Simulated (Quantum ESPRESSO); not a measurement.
Al2Ru under changes of volume

One of the cells (13.706 Å³/atom); the others are scaled copies at fixed shape and fractional positions:

```
CELL_PARAMETERS angstrom
-1.56042 1.56042 4.22181
1.56042 -1.56042 4.22181
1.56042 1.56042 -4.22181
ATOMIC_POSITIONS crystal
Ru 0.00000 0.00000 0.00000
Al 0.34080 0.34080 0.00000
Al 0.65920 0.65920 0.00000
```

The cell comes from a database or a generator and needn't be the stable form of this composition.

* Program: Quantum ESPRESSO 7.5
* Functional: LDA
* Potentials or basis: GBRV 1.5 LDA
* Cutoff: 612 eV
* Density cutoff: 4898 eV
* k mesh: 12 × 12 × 12
* Occupations: fermi-dirac, width 0.05 eV
* Spin: no spin polarisation

| volume (Å³/atom) | energy over the lowest point (meV/atom) | pressure (GPa) | largest force (eV/Å) |
| --- | --- | --- | --- |
| 12.884 | ? | ? | ? |
| 13.158 | 1.90 | 3.1 | 0.030 |
| 13.432 | 0.00 | -0.9 | 0.044 |
| 13.706 | 4.71 | -4.6 | 0.112 |
| 13.980 | 15.31 | -7.8 | 0.174 |
| 14.255 | 31.21 | -10.7 | 0.232 |
| 14.529 | 51.82 | -13.4 | 0.286 |

Task: What does the run at 12.884 Å³/atom give?

Result: Energy over the lowest point 11.15 meV/atom; pressure 7.7 GPa; largest force 0.109 eV/Å.

Worked out: A Birch-Murnaghan fit of order 3 (a polynomial in V^(-2/3)) to the other rows has its minimum at 13.37 Å³/atom with B0 = V·E''(V) = 193 GPa and B' = 4.5 at fixed shape and positions, which overstates the stiffness. It gives 11.15 meV/atom at 12.884 Å³/atom, against the run's 11.15, and -dE/dV = 7.7 GPa, against 7.7.

Energies are extrapolated to zero smearing.
